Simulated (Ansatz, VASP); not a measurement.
# One calculation of Ti, two programs

INCAR

```
PREC = Accurate
ENCUT = 520
EDIFF = 1E-7
ISMEAR = -1
SIGMA = 0.05
LREAL = False
LASPH = True
NELM = 60
ALGO = Normal
ISIF = 2
LWAVE = False
LCHARG = False
GGA = PS
NBANDS = 25
```

File KPOINTS:

```
Automatic mesh
0
Gamma
  7 7 9
```

Contents of POSCAR:

```
Ti
1.0
    4.4741369374      0.0000000000      0.0000000000
   -2.2370684687      3.8747162478      0.0000000000
    0.0000000000      0.0000000000      2.7685496267
Ti
3
Direct
    0.6666666667      0.3333333333      0.5000000000
    0.3333333333      0.6666666667      0.5000000000
    0.0000000000      0.0000000000      0.0000000000
```

The input input.yaml:

```yaml
crystal:
  lattice:
    - [4.4741369374, 0.0, 0.0]
    - [-2.2370684687, 3.8747162478, 0.0]
    - [0.0, 0.0, 2.7685496267]
  atoms:
    - { symbol: Ti, position: [0.6666666667, 0.3333333333, 0.5] }
    - { symbol: Ti, position: [0.3333333333, 0.6666666667, 0.5] }
    - { symbol: Ti, position: [0.0, 0.0, 0.0] }
hamiltonian:
  xc: pbesol
  pseudopotentials: { kind: paw }
kpoints:
  mp_grid: { grid: [7, 7, 9] }
scf:
  occupations: { method: fermi_dirac, width: 0.05 }
output:
  forces: true
  stress: true
  eigenvalues: true
  write_density: true
  write_potential: true
  elf: true
  volumetric_format: npy
```

Change from the starting cell: volume scaled by 0.94.

Alike in both runs: task single point; functional PBEsol; k mesh 7 × 7 × 9; occupations fermi-dirac, width 0.05 eV; no spin polarisation.

|  | VASP | Ansatz |
| --- | --- | --- |
| version | VASP 6.6.1 | Ansatz 0.2.0 |
| potentials or method | VASP PAW PBE potentials, release 64 (Ti_sv) | Ansatz PAW |
| plane-wave cutoff (eV) | 520 | 420 |
| valence electrons in the cell | 36 | 36 |

```csv
,VASP,Ansatz,Ansatz less VASP
gap on the k mesh at the Fermi level (eV),none,none,-
pressure (GPa),3.4,3.7,+0.31
largest component of the traceless stress (GPa),0.35,0.35,-0.001
```

A gap of «none» marks a metal or a gap that the smearing closes. The functional is the same, so the differences come from potentials, cutoffs and numerics.

Caveats: the PAW data sets were made with another functional, which shifts forces and pressure a little (VASP); the PAW data sets come from PBE, with cores solved anew for the run's functional, which leaves a small shift of forces and pressure (Ansatz).
